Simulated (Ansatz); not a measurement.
Hf:

```
CELL_PARAMETERS angstrom
3.19670 0.00000 0.00000
-1.59835 2.76842 0.00000
0.00000 0.00000 5.05780
ATOMIC_POSITIONS crystal
Hf 0.66667 0.33333 0.75000
Hf 0.33333 0.66667 0.25000
```

- Program: Ansatz 0.2.0
- Task: relaxation of cell and atoms
- Functional: revPBE
- Dispersion: D3(BJ)
- Potentials or basis: Ansatz PAW
- Cutoff: 420 eV (not typed: the program's choice for these potentials)
- k mesh: 10 × 10 × 5
- Occupations: fermi-dirac, width 0.05 eV
- Spin: no spin polarisation

At the start: volume 22.38 Å³/atom.

Task: How do energy, volume and symmetry change on relaxing?

Result: It ends after 4 steps and the volume is 21.72 Å³/atom (-3.0 %); space group P6_3/mmc (No. 194, to 0.05 Å).

The path:
| step | energy change (eV) | largest force (eV/Å) | volume (Å³) |
| --- | --- | --- | --- |
| 1 | 0.0000 | 0.0000 | 44.76 |
| 2 | -0.0138 | 0.0000 | 43.51 |
| 3 | -0.0139 | 0.0000 | 43.44 |
| 4 | -0.0134 | 0.0000 | 43.44 |

Final structure:
```xyz
2
Lattice="3.1661 0.0000 0.0000 -1.5830 2.7419 0.0000 0.0000 0.0000 5.0038" Properties=species:S:1:pos:R:3 pbc="T T T"
Hf    1.5830    0.9140    3.7528
Hf    0.0000    1.8279    1.2509
```

Caveat: the plane-wave basis is chosen anew once the cell has moved, so the energies of steps on either side of that aren't comparable; pairwise dispersion overbinds metals, which lowers pressure and volume; the PAW data sets come from PBE, with cores solved anew for the run's functional, which leaves a small shift of forces and pressure.
